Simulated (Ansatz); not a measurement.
**Preparing RuS2 (Pa-3) as a host crystal**

Before any defect goes in: RuS2 (Pa-3) at rest, and how it screens a charge.

Method: plane-wave PAW DFT, PBEsol; relaxation of the host's cell and atoms; PAW set soft_1, in the first sound run; inputs show where later runs differ, in Ansatz 0.2.0.

## Step 1: Starting point

It takes space group Pa-3 (No. 205, cubic). Conventional cell: a = 5.631 Å, b = 5.631 Å, c = 5.631 Å, α = 90.00°, β = 90.00°, γ = 90.00°. Ru has 6 S at 2.36 Å nearest. Nearest to S lie 1 S at 2.18 Å and 3 Ru at 2.36 Å. Farther neighbours and most contacts between anions are not listed.

## Step 2: Host cell relaxation

Lattice and positions are set free, within the symmetry that the program keeps.

cell/input.yaml

```yaml
crystal:
  lattice:
    - [5.6306097, 0.0, 0.0]
    - [0.0, 5.6306097, 0.0]
    - [0.0, 0.0, 5.6306097]
  atoms:
    - { symbol: Ru, position: [0.0, 0.5, 0.5] }
    - { symbol: Ru, position: [0.5, 0.5, 0.0] }
    - { symbol: Ru, position: [0.5, 0.0, 0.5] }
    - { symbol: Ru, position: [0.0, 0.0, 0.0] }
    - { symbol: S, position: [0.38820417, 0.11179583, 0.88820417] }
    - { symbol: S, position: [0.11179583, 0.88820417, 0.38820417] }
    - { symbol: S, position: [0.88820417, 0.38820417, 0.11179583] }
    - { symbol: S, position: [0.61179583, 0.61179583, 0.61179583] }
    - { symbol: S, position: [0.38820417, 0.38820417, 0.38820417] }
    - { symbol: S, position: [0.11179583, 0.61179583, 0.88820417] }
    - { symbol: S, position: [0.88820417, 0.11179583, 0.61179583] }
    - { symbol: S, position: [0.61179583, 0.88820417, 0.11179583] }
basis:
  ecutwfc: 420
  xc_grid: 2
hamiltonian:
  xc: pbesol
  pseudopotentials: { kind: paw, azcp: { folder: soft_1 }, xc_functional: pbe }
kpoints:
  mp_grid: { grid: [5, 5, 5] }
scf:
  occupations: { method: fixed }
  max_iter: 100
relax:
  f_tol: 0.005
  max_steps: 60
  cell: {}
output:
  forces: true
  stress: true
checkpoint:
  write: "../cell.run"
  compress: false
  write_wavefunctions: false
  write_every: 100000
```

On the command line:

```
$ ansatz run input.yaml --threads 4 --pin off --max-ram 15073MiB --backend cpu --events-out ev --progress --plain --runs-dir out
```

Numbers of over 12 decimals in the logs are rounded to 6 here.

Output:

```text
[... repeated set-up lines and file paths are left out, and long positions are rounded to six places ...]
Engine: ansatz 0.2.0, aarch64-unknown-linux-gnu
Pseudopotentials: kind: paw
Pseudopotential: Ru, paw, valence charge 16, recommended cutoff 420 eV (normal), soft_1/Ru.paw.azcp
Pseudopotential: S, paw, valence charge 6, recommended cutoff 420 eV (normal), soft_1/S.paw.azcp
Functional definition: PBEsol
  exchange = pbesol_x
  correlation = pbesol_c
Crystal: 12 atoms, lattice volume = 178.512 Å³
Basis set: ecut = 420 eV, 3431 PW (Γ), exchange–correlation on 80×80×80 points (8 copies of the dense FFT grid, shifted against one another)
Bands: 68, of which v1, the nominal top of the filled ones, is band 56 counted from 1 (55 counted from 0)
Symmetry: 24 space group operations
Space group: Pa-3 (ITA 205), of the structure as read, at distance tolerance 5.6e-5 Å
k-points: 11 of 125
Non-local potential: Ru, projectors of the file, l = 0: 3, l = 1: 2, l = 2: 2, l = 3: 1
Non-local potential: S, projectors of the file, l = 0: 2, l = 1: 2, l = 2: 1
PAW form: soft (Blöchl's): semilocal exchange-correlation on the pseudo side does not see the compensation charge
PAW frozen core: Ru, regenerated for the run's functional, and the local potential with it (the file was generated under x = pbe(κ = 0.804, μ = 0.219515), c = pbe(β = 0.066725))
PAW frozen core: S, regenerated for the run's functional, and the local potential with it (the file was generated under x = pbe(κ = 0.804, μ = 0.219515), c = pbe(β = 0.066725))
PAW one-centre angular grid: Ru, 590 points (default); XC on 64 Gauss nodes
PAW one-centre angular grid: S, 110 points (default); XC on 64 Gauss nodes
Initial density: superposition of atomic densities (chi_scale 0.1, normalization cell, long waves kept (reshape's long-wave potential 0.00 eV rms))
Initial wavefunctions: pseudopotential atomic-orbital guess
Functional: x = pbesol(κ = 0.804, μ = 0.123457), c = pbesol(β = 0.046)
SCF iter   1: F=—  HF=-30354.811979 eV  |F-HF|=—  |Δ(HF+E_count)|=         —  Δρ=6.89e-2  dr2=3.63e0  ethr=3.10e-3  ⟨swp⟩=5.1  Hψ=2871  notcnv=0  defer=78
preconditioner: auto → Resta (q_TF=auto, 2.524 Å⁻¹)  ε∞=9.9  [insulator: Δε(μ)=0.863 eV  Ē_g=8.334 eV  n_scr=56 (ndim 8)  ℏωp=24.9 eV  f_vac=0.000  ε∞_Penn≈9.9]
SCF iter   2: F=—  HF=-30354.034329 eV  |F-HF|=—  |Δ(HF+E_count)|=   7.78e-1  Δρ=3.76e-2  dr2=1.25e0  ethr=3.10e-3  ⟨swp⟩=2.0  Hψ=871  notcnv=0  defer=93
SCF iter   3: F=—  HF=-30353.748460 eV  |F-HF|=—  |Δ(HF+E_count)|=   2.86e-1  Δρ=1.15e-2  dr2=3.28e-1  ethr=1.12e-3  ⟨swp⟩=2.5  Hψ=1286  notcnv=0  defer=89
automatic band count: iteration 3 solves 67 bands in place of 68: the levels show a gap, and the empty bands left out lie too high to hold charge; the band table lists the bands solved (type scf.n_extra_bands for more)
SCF iter   4: F=—  HF=-30353.697025 eV  |F-HF|=—  |Δ(HF+E_count)|=   5.14e-2  Δρ=2.69e-3  dr2=1.12e-2  ethr=2.93e-4  ⟨swp⟩=2.5  Hψ=1239  notcnv=0  defer=89
SCF iter   5: F=—  HF=-30353.697306 eV  |F-HF|=—  |Δ(HF+E_count)|=   2.81e-4  Δρ=9.94e-4  dr2=1.69e-3  ethr=1.00e-5  ⟨swp⟩=3.3  Hψ=1478  notcnv=0  defer=96
SCF iter   6: F=—  HF=-30353.697083 eV  |F-HF|=—  |Δ(HF+E_count)|=   2.23e-4  Δρ=2.19e-4  dr2=7.73e-5  ethr=1.51e-6  ⟨swp⟩=2.4  Hψ=1136  notcnv=0  defer=93
SCF iter   7: F=—  HF=-30353.697099 eV  |F-HF|=—  |Δ(HF+E_count)|=   1.63e-5  Δρ=2.47e-5  dr2=7.92e-7  ethr=6.90e-8  ⟨swp⟩=2.2  Hψ=1312  notcnv=0  defer=62
SCF iter   8: F=-30353.697099 eV  HF=-30353.697099 eV  |F-HF|=1.19e-8  |Δ(HF+E_count)|=   2.58e-7  Δρ=5.91e-6  dr2=6.30e-8  ethr=8.93e-11  ⟨swp⟩=5.9  Hψ=3165  notcnv=0
SCF 1 converged in 8 iterations: F = -30353.697099 eV  dr2 = 6.30e-8
  greatest PAW one-centre occupation: 1.000 electrons in one spin orbital (limit 2), on the Ru atom at site 2 (counted from 0), in its partial waves of l = 0
relax step   1: F+E_penalty+E_count = -30353.69709943 eV  Δ(F+E_penalty+E_count) = +0.000e0 eV  max|allowed force component| = 1.771e-1 eV/Å  Δτ_max = 0.0000 Å  P = -4.940 GPa  Ω = 178.512 Å³  (8 SCF iters, dr2 threshold 1.00e-7 eV, accepted)
[... the SCF cycles and remarks between the steps are left out from here to the last step ...]
relax step   2: F+E_penalty+E_count = -30353.79499767 eV  Δ(F+E_penalty+E_count) = -9.790e-2 eV  max|allowed force component| = 5.305e-2 eV/Å  Δτ_max = 0.0128 Å  P = +0.670 GPa  Ω = 173.227 Å³  energy of the carried Pulay correction = +3.940e-3 eV  (5 SCF iters, dr2 threshold 1.20e-6 eV, accepted)
relax step   3: F+E_penalty+E_count = -30353.79703527 eV  Δ(F+E_penalty+E_count) = -2.038e-3 eV  max|allowed force component| = 3.388e-2 eV/Å  Δτ_max = 0.0020 Å  P = +0.156 GPa  Ω = 173.677 Å³  energy of the carried Pulay correction = +3.600e-3 eV  (4 SCF iters, dr2 threshold 1.12e-6 eV, accepted)
relax step   4: F+E_penalty+E_count = -30353.79784401 eV  Δ(F+E_penalty+E_count) = -8.087e-4 eV  max|allowed force component| = 2.122e-3 eV/Å  Δτ_max = 0.0039 Å  P = +0.009 GPa  Ω = 173.818 Å³  energy of the carried Pulay correction = +3.493e-3 eV  (5 SCF iters, dr2 threshold 7.17e-8 eV, accepted)
Initial wavefunctions: pseudopotential atomic-orbital guess (no wavefunctions were taken with the density)
iter 1 solved again at ethr=2.48e-7 eV; its pass at ethr=3.10e-3 eV (dr2=2.78e-4 eV) is discarded
SCF iter   1: F=—  HF=-30353.794530 eV  |F-HF|=—  |Δ(HF+E_count)|=         —  Δρ=4.59e-5  dr2=4.69e-7  ethr=2.48e-7  ⟨swp⟩=4.1  Hψ=5023  notcnv=0  defer=108
SCF iter   2: F=—  HF=-30353.794543 eV  |F-HF|=—  |Δ(HF+E_count)|=   1.33e-5  Δρ=2.37e-5  dr2=1.26e-7  ethr=4.19e-10  ⟨swp⟩=3.5  Hψ=1773  notcnv=0  defer=100
SCF iter   3: F=—  HF=-30353.794543 eV  |F-HF|=—  |Δ(HF+E_count)|=   2.49e-7  Δρ=9.80e-6  dr2=2.60e-8  ethr=1.12e-10  ⟨swp⟩=2.0  Hψ=955  notcnv=0  defer=100
SCF iter   4: F=—  HF=-30353.794544 eV  |F-HF|=—  |Δ(HF+E_count)|=   4.80e-8  Δρ=4.45e-7  dr2=2.31e-10  ethr=2.32e-11  ⟨swp⟩=2.9  Hψ=1250  notcnv=0  defer=100
SCF iter   5: F=-30353.794544 eV  HF=-30353.794544 eV  |F-HF|=1.82e-11  |Δ(HF+E_count)|=  3.64e-12  Δρ=8.48e-8  dr2=9.81e-12  ethr=1.00e-12  ⟨swp⟩=5.1  Hψ=2774  notcnv=0
SCF 5 converged in 5 iterations: F = -30353.794544 eV  dr2 = 9.81e-12
relax step   5: F+E_penalty+E_count = -30353.79454352 eV  Δ(F+E_penalty+E_count) = +3.300e-3 eV  max|allowed force component| = 2.172e-3 eV/Å  Δτ_max = 0.0000 Å  P = +0.004 GPa  Ω = 173.818 Å³  stress off target by 3.81e-3 GPa  SCF on the basis re-selected at this cell (its energy is not comparable with the rows above)  (5 SCF iters)
basis re-selected at this cell: Δ(F+E_penalty+E_count) = +3.300e-3 eV, ΔP = -0.005 GPa vs the last step (what re-selecting the basis moved, of the pressure what is left beyond the Pulay correction that the steps carried, after the strain that the cell walked [...]
SCF converged after 5 iterations
Free energy (F): -30353.794544 eV
Harris-Foulkes:  -30353.794544 eV  (|F-HF|=1.82e-11)
Internal energy: -30353.794544 eV  (E = F + TS)
E sigma→0 (E₀):  -30353.794544 eV
Fermi energy:    13.538635 eV
--- Per-component energies (eV) ---
  E_band       = -479.676191
  E_kinetic    = 2713.112908
  E_local      = -8161.270434  (includes V_loc(G=0)·N_el)
  E_nonlocal   = 1937.260492
  E_hartree    = 2897.666386
  E_xc         = -1390.111772
  E_vxc        = -1532.131010  (∫ρ·V_xc dr)
  E_paw        = -18502.725662  (= ΣΔE_a)
  E_vpaw       = -1231.983437  (= ΣTr[D̂ρ^β])
  E_aug_tail   = 0.002475  (compensation charges beyond the density's cutoff)
  E_ewald      = -9849.237719
  E_core_change = 1.508782  (= ΣΔE_core)
  E_smearing   = -0.000000  (= −TS)
  E_closure    = -0.000000  (closes the sum)
  Σ components = -30353.794544   (vs F -30353.794544, Δ=0.00e0)
--- Forces (eV/Å), atoms counted from 1 ---
  atom   1  Ru    -0.00000000    -0.00000000    -0.00000000
  atom   2  Ru    -0.00000000    -0.00000000     0.00000000
  atom   3  Ru    -0.00000000    -0.00000000    -0.00000000
  atom   4  Ru     0.00000000     0.00000000     0.00000000
  atom   5  S      0.00217204    -0.00217204     0.00217204
  atom   6  S     -0.00217204     0.00217204     0.00217204
  atom   7  S      0.00217204     0.00217204    -0.00217204
  atom   8  S     -0.00217204    -0.00217204    -0.00217204
  atom   9  S      0.00217204     0.00217204     0.00217204
  atom  10  S     -0.00217204    -0.00217204     0.00217204
  atom  11  S      0.00217204    -0.00217204    -0.00217204
  atom  12  S     -0.00217204     0.00217204    -0.00217204
  max |Σ_I F_I| component: 1.34e-17 eV/Å
--- Stress (GPa, compression-positive) ---
        0.003806       0.000000       0.000000
        0.000000       0.003806      -0.000000
        0.000000      -0.000000       0.003806
  P = ⅓ Tr σ = 0.0038 GPa (0.038 kbar)
--- Relaxed structure (4 steps of the walk, 4 accepted, 1 SCFs on fresh bases) ---
  F+E_penalty+E_count = -30353.79454352 eV   max|allowed force component| = 2.172e-3 eV/Å   (the final SCF, on the basis selected at the relaxed cell)
  cell:  # Å, volume = 173.8185 Å³
    - [5.580828, 0, 0]
    - [0, 5.580828, 0.0]
    - [0, 0.0, 5.580828]
  atoms:
    - { symbol: Ru, position: [0, 0.500000, 0.500000] }
    - { symbol: Ru, position: [0.500000, 0.500000, 0] }
    - { symbol: Ru, position: [0.500000, 0, 0.500000] }
    - { symbol: Ru, position: [0, 0, 0] }
    - { symbol: S, position: [0.386278, 0.113722, 0.886278] }
    - { symbol: S, position: [0.113722, 0.886278, 0.386278] }
    - { symbol: S, position: [0.886278, 0.386278, 0.113722] }
    - { symbol: S, position: [0.613722, 0.613722, 0.613722] }
    - { symbol: S, position: [0.386278, 0.386278, 0.386278] }
    - { symbol: S, position: [0.113722, 0.613722, 0.886278] }
    - { symbol: S, position: [0.886278, 0.113722, 0.613722] }
    - { symbol: S, position: [0.613722, 0.886278, 0.113722] }
```

Elapsed: 11 s, on 4 threads of Arm Neoverse V1, shared host; peak memory 0.6 GiB.

The steps of the relaxation:

```
step  energy less that of the first step (eV)  largest force component (eV/Å)  pressure (GPa)  volume (Å³)
   1                                   0.0000                          0.1771           -4.94       178.51
   2                                  -0.0979                          0.0531            0.67       173.23
   3                                  -0.0999                          0.0339            0.16       173.68
   4                                  -0.1007                          0.0021            0.01       173.82
  5*                                  -0.0974                          0.0022            0.00       173.82
```

Relaxation steps marked * repeat the geometry before them on a plane-wave basis chosen anew for their cell, so energy and pressure can jump there.

The run keeps the 24 symmetry operations that it works with, so distortions that break them were not tested.

```
conventional cell, symmetrised  before  after  change
                         a (Å)   5.631  5.581  -0.9 %
                         b (Å)   5.631  5.581  -0.9 %
                         c (Å)   5.631  5.581  -0.9 %
              volume (Å³/atom)   14.88  14.48  -2.6 %
```

The atoms that moved most (Å, as changes of fractional coordinates times the final cell):

```
atom      dx      dy      dz  length
  S9  -0.011  -0.011  -0.011   0.019
  S5  -0.011   0.011  -0.011   0.019
  S6   0.011  -0.011  -0.011   0.019
  S7  -0.011  -0.011   0.011   0.019
 S10   0.011   0.011  -0.011   0.019
 S11  -0.011   0.011   0.011   0.019
 S12   0.011  -0.011   0.011   0.019
  S8   0.011   0.011   0.011   0.019
```

This step gave:

```
pressure : 0.003806 GPa
```

The relaxation ends with a largest force component of 0.0022 eV/Å and a pressure of 0.00 GPa.

## Step 3: Dielectric tensors of the host

The response to a uniform electric field gives the electronic dielectric tensor.

This step: plane-wave PAW DFPT, PBEsol; dielectric tensors, Born charges and zone-centre modes of the host; PAW set soft_1 (Ansatz 0.2.0).

eps/input.yaml

```yaml
crystal:
  lattice:
    - [5.5808281292, 0.0, 0.0]
    - [0.0, 5.5808281292, 0.0]
    - [0.0, 0.0, 5.5808281292]
  atoms:
    - { symbol: Ru, position: [0.0, 0.5, 0.5] }
    - { symbol: Ru, position: [0.5, 0.5, 0.0] }
    - { symbol: Ru, position: [0.5, 0.0, 0.5] }
    - { symbol: Ru, position: [0.0, 0.0, 0.0] }
    - { symbol: S, position: [0.3862783134, 0.1137216866, 0.8862783134] }
    - { symbol: S, position: [0.1137216866, 0.8862783134, 0.3862783134] }
    - { symbol: S, position: [0.8862783134, 0.3862783134, 0.1137216866] }
    - { symbol: S, position: [0.6137216866, 0.6137216866, 0.6137216866] }
    - { symbol: S, position: [0.3862783134, 0.3862783134, 0.3862783134] }
    - { symbol: S, position: [0.1137216866, 0.6137216866, 0.8862783134] }
    - { symbol: S, position: [0.8862783134, 0.1137216866, 0.6137216866] }
    - { symbol: S, position: [0.6137216866, 0.8862783134, 0.1137216866] }
basis:
  ecutwfc: 420
hamiltonian:
  xc: pbesol
  pseudopotentials: { kind: paw, azcp: { folder: soft_1 }, xc_functional: pbe }
kpoints:
  mp_grid: { grid: [5, 5, 5] }
scf:
  occupations: { method: fixed }
  max_iter: 100
phonons:
  method: dfpt
  dielectric: true
  rigid_motions: translations
```

Output:

```text
[...]
Crystal: 12 atoms, lattice volume = 173.818 Å³
Basis set: ecut = 420 eV, 3407 PW (Γ), exchange–correlation on 80×80×80 points (8 copies of the dense FFT grid, shifted against one another)
Bands: 68, of which v1, the nominal top of the filled ones, is band 56 counted from 1 (55 counted from 0)
Symmetry: 24 space group operations
k-points: 63 of 125 (irreducible under 1 space group operation, time reversal used)
[...]
SCF iter   1: F=—  HF=-30354.901490 eV  |F-HF|=—  |Δ(HF+E_count)|=         —  Δρ=6.94e-2  dr2=3.59e0  ethr=3.10e-3  ⟨swp⟩=5.0  Hψ=16861  notcnv=0  defer=446
[...]
SCF iter  10: F=-30353.794544 eV  HF=-30353.794544 eV  |F-HF|=1.82e-11  |Δ(HF+E_count)|=  9.82e-11  Δρ=2.04e-7  dr2=6.51e-11  ethr=1.00e-12  ⟨swp⟩=14.8  Hψ=35288  notcnv=0
SCF 1 converged in 10 iterations: F = -30353.794544 eV  dr2 = 6.51e-11
[...]
NSCF: frozen V_eff on 7 k-points
DFPT response loops at Γ: preconditioner auto → Resta (q_TF=auto, 2.536 Å⁻¹)  ε∞=11.0 (no band partly filled); β = 1.00, the filter's whole step (`scf.mixing.beta` (0.50) is not read by the response loops at its default; [...]
── the response to a field inside a basis, on 6×6×6 k-points: an SCF that follows is theirs, and a resumed run solves both again ──
Bands: 57, of which v1, the nominal top of the filled ones, is band 56 counted from 1 (55 counted from 0)
k-points: 11 of 216
[...]
Eigensolver: Dense (11 Hₖ)
SCF iter   1: F=—  HF=-30352.927063 eV  |F-HF|=—  |Δ(HF+E_count)|=         —  Δρ=8.55e-4  dr2=5.67e-4  ethr=1.00e-1
[...]
SCF iter   6: F=-30352.927037 eV  HF=-30352.927037 eV  |F-HF|=9.80e-9  |Δ(HF+E_count)|=   4.13e-8  Δρ=2.19e-6  dr2=1.30e-8  ethr=2.42e-10
SCF 1 converged in 6 iterations: F = -30352.927037 eV  dr2 = 1.30e-8
[...]
WARN: field response: ε∞ stands inside a basis, on 6×6×6 points; [...]
SCF converged after 10 iterations
Free energy (F): -30353.794544 eV
[...]
Internal energy: -30353.794544 eV  (E = F + TS)
E sigma→0 (E₀):  -30353.794544 eV
Fermi energy:    13.538636 eV
[...]
--- Band table (eV; the first three rows and the last of 63) ---
[...]
[... further k-points left out ...]
--- Phonons (Γ-DFPT): 2 representative perturbations + reference, on 63 of 125 k-points (Σ response iterations 8) ---
  k mesh reduced under 1 symmetry operation, with k and −k counted as one. Each operation leaves every solved perturbation unchanged. A smaller set is not considered because the run solves the response to a homogeneous field
  ASR residual: 2.438e-4 → 0.000e0 eV/Å²; symmetrization residual: 1.943e-5 eV/Å²
  ASR residual per site (eV/Å²): 2.44e-4 2.44e-4 2.44e-4 2.44e-4 3.27e-5 3.27e-5 3.27e-5 3.27e-5 3.27e-5 3.27e-5 3.27e-5 3.27e-5
  Γ frequencies (cm⁻¹): 0.00 0.00 0.00 178.87 184.09 184.09 184.09 200.11 200.11 243.43 243.43 243.43 314.32 331.44 331.44 331.44 363.95 363.95 363.95 366.82 366.82 366.82 367.22 367.22 368.58 368.62 368.62 383.71 383.71 383.71 396.69 396.69 396.69 438.64 [...]
  ε∞ (high-frequency dielectric tensor):
       16.583039     0.000000     0.000000
        0.000000    16.583039     0.000000
        0.000000     0.000000    16.583039
  ε⁰ (static dielectric tensor: ions relaxed, cell fixed):
       20.971656     0.000000     0.000000
        0.000000    20.971656    -0.000000
        0.000000    -0.000000    20.971656
  ε⁰ − ε∞ (ionic part):
        4.388618     0.000000     0.000000
        0.000000     4.388618    -0.000000
        0.000000    -0.000000     4.388618
  softest optical mode at Γ: 178.87 cm⁻¹; the repairs (sum rule, projections) moved no ω² at Γ by more than (2.58 cm⁻¹)²
  Born effective charges Z* (e; rows j = field, columns β = displacement):
    site 0:
        -4.50143    0.45526   -0.18543
         0.18543   -4.50143    0.45526
        -0.45526    0.18543   -4.50143
    site 1:
        -4.50143    0.45526    0.18543
         0.18543   -4.50143   -0.45526
         0.45526   -0.18543   -4.50143
    site 2:
        -4.50143   -0.45526    0.18543
        -0.18543   -4.50143    0.45526
         0.45526    0.18543   -4.50143
    site 3:
        -4.50143   -0.45526   -0.18543
        -0.18543   -4.50143   -0.45526
        -0.45526   -0.18543   -4.50143
    site 4:
         2.25071   -0.22164    0.10439
        -0.10439    2.25071   -0.22164
         0.22164   -0.10439    2.25071
    site 5:
         2.25071   -0.22164   -0.10439
        -0.10439    2.25071    0.22164
        -0.22164    0.10439    2.25071
    site 6:
         2.25071    0.22164   -0.10439
         0.10439    2.25071   -0.22164
        -0.22164   -0.10439    2.25071
    site 7:
         2.25071    0.22164    0.10439
         0.10439    2.25071    0.22164
         0.22164    0.10439    2.25071
    site 8:
         2.25071    0.22164    0.10439
         0.10439    2.25071    0.22164
         0.22164    0.10439    2.25071
    site 9:
         2.25071    0.22164   -0.10439
         0.10439    2.25071   -0.22164
        -0.22164   -0.10439    2.25071
    site 10:
         2.25071   -0.22164   -0.10439
[...]
site 11:
[...]
Z* charge neutrality: 3.240e-3 e pre-enforcement
  solved inside a basis spanned on kpoints, on 6×6×6 k-points, its susceptibility summed on 10×10×10: ε∞ is read to err by 1.1e-1, Z* by 2.1e-2 e (field_mesh: kpoints solves on kpoints); Z* is corrected for what the basis lacks
  optical modes at Γ without the LO–TO term, one row a degenerate level:
      ω (cm⁻¹)  modes    IR ((D/Å)²/amu)
[...]
optical modes at Γ + LO–TO along q̂ = [1.0000, 0.0000, 0.0000]:
      ω (cm⁻¹)  modes    IR ((D/Å)²/amu)
[...]
optical modes at Γ + LO–TO along q̂ = [0.0000, 1.0000, 0.0000]:
      ω (cm⁻¹)  modes    IR ((D/Å)²/amu)
[...]
optical modes at Γ + LO–TO along q̂ = [0.0000, 0.0000, 1.0000]:
      ω (cm⁻¹)  modes    IR ((D/Å)²/amu)
[...]
331.44      2            16.6473
        336.40      1             2.2959
        363.95      2             2.8944
        364.50      1             0.2003
        366.82      3             0.0000
        367.22      2             0.0000
        368.58      1             0.0000
        368.62      2             0.0000
        383.71      2            75.1544
        396.69      3             0.0000
        422.79      1            45.3124
        438.64      3             0.0000
```

Run time: 3.2 min. Hardware: 4 threads; peak memory 3 GiB.

Electronic dielectric tensor:

```
16.58  0.00  0.00
 0.00 16.58  0.00
 0.00  0.00 16.58
```

Static dielectric tensor:

```
20.97  0.00  0.00
 0.00 20.97  0.00
 0.00  0.00 20.97
```

The electronic dielectric tensor is isotropic, 16.58. The static dielectric tensor is isotropic, 20.97.

(Part 1 of 2 ends here.)

[Logs are printed without paths, hosts, clocks, repeated set-up lines and the standing remarks that a program may print on its own settings, such as how far it seeks lower states.]

[Hosts, paths, dates, database ids (printed as entryN), source tags and the programs' standing remarks are cut or masked in the printed files.]

[Runs of the host that timed out are not shown.]

[For some hosts the program warned that the k-mesh of the response run may be too coarse for force constants and the static dielectric constant; such warnings are not always shown.]
